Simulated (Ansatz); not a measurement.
Start from ZnTe in the zinc blende structure (space group F-43m, No. 216; a = 6.1791 Å).

(Cell as relaxed with PBE.)

Levels (all Ansatz, a program for electronic structure, PAW): PBE (420 eV, no spin-orbit coupling); r2SCAN (500 eV, without spin-orbit coupling).

Each level relaxes its own structure.

| base | PBE | r2SCAN |
|---|---|---|
| volume per atom | 29.49 Å³ | 28.56 Å³ |
| lattice parameter a | 617.9 pm | 611.3 pm |
| band gap | 1.08 eV | 1.79 eV |

One thing is altered: an isotropic linear strain of −2.09 %; the atoms relax in the strained cell.

```csv
quantity,PBE,r2SCAN
electron mass,0.091 mₑ (at Γ),(withheld)
band gap,1.37 eV,(withheld)
energy relative to the base (free energy F),+17 meV/atom,(withheld)
```

Question: Predict the r2SCAN column.

Answer: 
- electron mass, r2SCAN: 0.12 mₑ (at Γ)
- band gap, r2SCAN: 2.12 eV
- energy relative to the base (free energy F), r2SCAN: +19 meV/atom

PBE's band gap lies 0.745 eV below r2SCAN's; PBE's energy relative to the base lies 1.9 meV/atom below r2SCAN's. Neither level is exact; r2SCAN is the comparison here, not a measurement.

Spin-orbit coupling, missing from the scalar runs, can matter with Te. Masses are band curvatures over ±0.01 Å⁻¹ around the edge. Stability against distortions was not tested.
